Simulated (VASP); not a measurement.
# AlAs (F-43m) in VASP: a series of runs, part 2 of 2

VASP 6.6.1. Earlier steps stand in the parts before.

### 4 Band structure, PBE

Contents of INCAR:

```
  PREC = Accurate
  ENCUT = 520
  EDIFF = 1E-7
  ISMEAR = 0
  SIGMA = 0.03
  LREAL = False
  LASPH = True
  NELM = 80
  ALGO = Fast
  ISIF = 2
  LWAVE = False
  LCHARG = False
  GGA = PE
  KPAR = 4
```

Contents of KPOINTS:

```
Automatic mesh
0
Gamma
  6 6 6
```

Contents of POSCAR:

```
AlAs                                    
1.0
    0.0000000000      2.8408844733      2.8408844733
    2.8408844733      0.0000000000      2.8408844733
    2.8408844733      2.8408844733      0.0000000000
  Al              As            
     1     1
Direct
     0.0000000000000000    0.0000000000000000    0.0000000000000000
     0.2500000000000000    0.2500000000000000    0.2500000000000000
```

Contents of KPOINTS_OPT:

```
explicit points
6
Reciprocal
 0.0000000000  0.0000000000  0.0000000000 1
 0.3750000000  0.3750000000  0.7500000000 1
 0.5000000000  0.5000000000  0.5000000000 1
 0.6250000000  0.2500000000  0.6250000000 1
 0.5000000000  0.2500000000  0.7500000000 1
 0.5000000000  0.0000000000  0.5000000000 1
```

Potentials or basis: VASP PAW PBE potentials, release 64 (Al, As).

Launch:

```bash
$ cat potpaw_PBE.64/Al/POTCAR potpaw_PBE.64/As/POTCAR > POTCAR
$ mpirun -np 4 vasp_std > vasp.out
```

OUTCAR:

```text
PREC = Accurate
   ENCUT = 520
   EDIFF = 1E-7
   ISMEAR = 0
   LREAL = False
   LASPH = True
   NELM = 80
   ISIF = 2
   GGA = PE

 ion  position               nearest neighbor table
   1  0.000  0.000  0.000-   2 2.46   2 2.46   2 2.46   2 2.46
   2  0.250  0.250  0.250-   1 2.46   1 2.46   1 2.46   1 2.46

  LATTYP: Found a face centered cubic cell.
 ALAT       =     5.6817689466

  Lattice vectors:

 A1 = (   0.0000000000,   2.8408844733,   2.8408844733)
 A2 = (   2.8408844733,   0.0000000000,   2.8408844733)
 A3 = (   2.8408844733,   2.8408844733,   0.0000000000)

Analysis of symmetry for initial positions (statically):
=====================================================================
 Subroutine PRICEL returns:
 Original cell was already a primitive cell.

 Routine SETGRP: Setting up the symmetry group for a
 face centered cubic supercell.

 Subroutine GETGRP returns: Found 24 space group operations
 (whereof 24 operations were pure point group operations)
 out of a pool of 48 trial point group operations.

The static configuration has the point symmetry T_d .

Analysis of symmetry for dynamics (positions and initial velocities):
=====================================================================
 Subroutine PRICEL returns:
 Original cell was already a primitive cell.

 Routine SETGRP: Setting up the symmetry group for a
 face centered cubic supercell.

 Subroutine GETGRP returns: Found 24 space group operations
 (whereof 24 operations were pure point group operations)
 out of a pool of 48 trial point group operations.

The dynamic configuration has the point symmetry T_d .

 Subroutine INISYM returns: Found 24 space group operations
 (whereof 24 operations are pure point group operations),
 and found     1 'primitive' translations

----------------------------------------------------------------------------------------

[... 107 lines left out ...]
   LORBIT       =      0    0 simple, 1 ext, 2 COOP (PROOUT), +10 PAW based schemes
   GGA     = PE    functional components
   LHFCALC =     F    Hartree Fock is set to
   AEXX    =    0.0000 exact exchange contribution
   IVDW    =     0    specifies the selected vdW correction
   LEPSILON=     F    determine dielectric tensor
   LRPA    =     F    only Hartree local field effects (RPA)
 non-spin polarized calculation
 RMM-DIIS sequential band-by-band and
 Gauss-broadening in eV      SIGMA  =   0.03
  energy-cutoff  :      520.00
  volume of cell :       45.86
 maximum number of plane-waves:      1258
 NGX is ok and might be reduce to    30
   NGX = 15   NGY = 15   NGZ = 15

 number of electron       7.9999999 magnetization

 Free energy of the ion-electron system (eV)
  ---------------------------------------------------
  ext. energy  EPLUGINS =         0.00000000
  ---------------------------------------------------
  free energy    TOTEN  =        -9.37036395 eV

  energy without entropy =       -9.37036395  energy(sigma->0) =       -9.37036395

 E-fermi :   3.9983     XC(G=0):  -8.9959

 val. band max:        3.8008781268   @ k =   0.0000   0.0000   0.0000
 cond. band min:       5.2514809285   @ k =   0.5000   0.5000   0.0000
 fundamental gap:      1.4506028017
 Fermi energy:         3.9983021040

 k-point     1 :       0.0000    0.0000    0.0000
  band No.  band energies     occupation
      1      -8.0021      2.00000
      2       3.8009      2.00000
      3       3.8009      2.00000
      4       3.8009      2.00000
      5       5.7730      0.00000
      6       8.0653      0.00000
      7       8.0653      0.00000
      8       8.0653      0.00000
[... 155 lines left out ...]
 k-point    16 :      -0.3333    0.5000    0.1667
  band No.  band energies     occupation
      1      -6.0417      2.00000
      2      -1.3638      2.00000
      3       0.9006      2.00000
      4       1.1442      2.00000
      5       6.9701      0.00000
      6       7.8913      0.00000
      7      10.8770      0.00000
      8      11.5718      0.00000

------------------------ aborting loop because EDIFF is reached ----------------------------------------

  FORCE on cell =-STRESS in cart. coord.  units (eV):
  Direction    XX          YY          ZZ          XY          YZ          ZX
  --------------------------------------------------------------------------------------
  -------------------------------------------------------------------------------------
  Total        0.5521696      0.5521696      0.5521696      0.0000000      0.0000000     -0.0000000
  in kB       19.2926724     19.2926724     19.2926724      0.0000000      0.0000000     -0.0000000
  external PRESSURE =      19.2926724 kB  Pullay stress =       0.0000000 kB

 VOLUME and BASIS-vectors are now :
 -----------------------------------------------------------------------------
  energy-cutoff  :      520.00
  volume of cell :       45.86
      direct lattice vectors                 reciprocal lattice vectors
     0.000000000  2.840884473  2.840884473    -0.176001525  0.176001525  0.176001525
     2.840884473  0.000000000  2.840884473     0.176001525 -0.176001525  0.176001525
     2.840884473  2.840884473  0.000000000     0.176001525  0.176001525 -0.176001525

 POSITION                                       TOTAL-FORCE (eV/Angst)
 -----------------------------------------------------------------------------------
      0.00000      0.00000      0.00000         0.000000      0.000000      0.000000
      1.42044      1.42044      1.42044        -0.000000     -0.000000     -0.000000
 -----------------------------------------------------------------------------------
    total drift:                               -0.000000     -0.000000     -0.000000

  FREE ENERGIE OF THE ION-ELECTRON SYSTEM (eV)
  ---------------------------------------------------
  free  energy   TOTEN  =        -9.3703639473 eV

  energy  without entropy=       -9.3703639473  energy(sigma->0) =       -9.37036395
```

OSZICAR:

```text
N       E                     dE             d eps       ncg     rms          rms(c)
DAV:   1     0.110756994980E+02    0.11076E+02   -0.31449E+03   264   0.749E+02
DAV:   2    -0.909878967504E+01   -0.20174E+02   -0.19350E+02   336   0.843E+01
[... 12 lines left out ...]
RMM:  15    -0.937036394734E+01   -0.13274E-07   -0.19217E-07   212   0.448E-03
   1 F= -.93703639E+01 E0= -.93703639E+01  d E =-.365787E-22
       N       E                     dE             ncg
DAV:   1     0.148561015289E+03   -0.12668E+04       96
DAV:   2     0.152562511850E+02   -0.13330E+03      136
DAV:   3     0.120983731609E+02   -0.31579E+01      120
DAV:   4     0.120837256206E+02   -0.14648E-01      152
DAV:   5     0.120835747412E+02   -0.15088E-03       96
DAV:   6     0.120835702279E+02   -0.45133E-05      160
DAV:   7     0.120835701491E+02   -0.78788E-07      112
```

Wall time 5.1 s (4 MPI ranks of Intel Xeon Platinum 8259CL at 2.50GHz (Skylake/Cascade Lake), shared host); peak memory 0.16 GiB.

Results:

| Property | Result |
| --- | --- |
| Free energy | -9.3704 eV |
| Pressure | 1.9 GPa |
| Band gap on the k mesh | 1.45 eV, indirect (least direct gap 1.97 eV) |
| Band gap along the path | 1.45 eV, indirect (least direct gap 1.97 eV) |
